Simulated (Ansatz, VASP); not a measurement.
**Two plane-wave programs on SiO2**

```xyz
6
Lattice="4.0554 0.0000 0.0000 0.0000 4.0554 0.0000 0.0000 0.0000 2.5974" Properties=species:S:1:pos:R:3 pbc="T T T"
Si    2.0277    2.0277    1.2987
Si    0.0000    0.0000    0.0000
O     2.8162    2.8162    0.0000
O     0.7885    3.2669    1.2987
O     1.2392    1.2392    0.0000
O     3.2669    0.7885    1.2987
```

Alike in both runs: task single point; functional LDA; k mesh 6 × 6 × 8; occupations gaussian, width 0.05 eV; no spin polarisation.

|  | VASP | Ansatz |
| --- | --- | --- |
| version | VASP 6.6.1 | Ansatz 0.2.0 |
| potentials or method | VASP PAW LDA potentials, release 64 (Si, O) | scalar-relativistic, plane waves, PAW |
| plane-wave cutoff (eV) | 520 | 520 |
| valence electrons in the cell | 32 | 32 |

|  | VASP | Ansatz | Ansatz less VASP |
| --- | --- | --- | --- |
| gap on the k mesh at the Fermi level (eV) | 6.67 | 6.72 | +0.049 |
| least direct gap on the mesh (eV) | 6.67 | 6.72 | +0.049 |
| rms of the force components (eV/Å) | 0.264 | 0.245 | -0.0187 |

Atom by atom the forces differ by 0.019 eV/Å (rms over components). Ansatz warned: «pseudo_functional_mismatch».

 A k mesh can miss the band edges. A hybrid or GW would open this gap; LDA tends to underestimate it.
